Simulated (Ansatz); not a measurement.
**Zr vacancy in ZrN**

Computed with DFT PBE, scalar-relativistic, plane waves, PAW (Ansatz 0.2.0). (420 eV cutoff, 5×5×5 k-mesh, Gaussian smearing of 0.10 eV, no spin polarisation)

Host crystal, relaxed:

```
Zr N
1.0
     0.00000    2.29730    2.29730
     2.29730    0.00000    2.29730
     2.29730    2.29730    0.00000
Zr N
1 1
Direct
  0.50000 0.50000 0.50000
  0.00000 0.00000 0.00000
```

Supercell of 16 atoms, rows in host cell vectors: 0 -2 2; 0 0 2; -2 0 2. Atoms relax at the host's cell, keeping the symmetry that the supercell leaves at the site. The cell is small, so energies carry finite-size errors of tenths of an eV. The host is a metal. Atoms are taken from and returned to the elements' standard states.

Defect: Zr vacancy set at (0.500, 0.500, 0.500) of the host cell. Before relaxation its nearest neighbours are 6 N at 2.30 Å.

| charge | E_f at the valence band top (eV) | moment (μB) | largest move (Å) | atoms near the site |
| --- | --- | --- | --- | --- |
| 0 | 3.18 | 0.00 | 0.09 | 6 N at 2.39 Å |

Cost: 2 runs of about 2 core-minutes in all, on Intel Xeon Processor @ 2.50GHz (Skylake/Cascade Lake) (shared hosts).